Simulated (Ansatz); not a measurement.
GaSb: strain energy, fitted

GaSb, F-43m, a = 6.215 Å. Ansatz: PBE, PAW, 420 eV, Γ-centred 10×10×8 mesh on 4 atoms, Gaussian smearing 0.10 eV; no spin polarisation. Series: biaxial strain in the a-b plane, c and atoms relaxed; x is the strain in per cent. The axes a, b, c are those of the computed cell (4.395, 4.395, 6.215 Å), along [1 1 0], [-1 1 0], [0 0 1] of the cell named above. y is the free energy over the unstrained cell, V0 = 30.015 Å³/atom.

```tsv
x (%)	y (meV/atom)
-6.0	60.04
-4.0	?
-2.0	6.01
0.0	0.00
2.0	5.53
4.0	20.96
6.0	44.65
```

Fit y = c2 x² + c3 x³ to the other rows, turn c2 into a modulus, and predict the missing energy.

Least squares on the rows shown. y = 1.4538 x² − 0.035631 x³. In eV per unit strain² c2 is 14.54; M is the biaxial modulus (E = M V0 ε²): 14.54 × 160.2 / (30.015) = 78 GPa. At x = -4.0 the fit asked for gives 25.54 meV/atom. The run gave 25.40 meV/atom, so the fit is 0.14 meV/atom too high, a small miss on the scale of the series.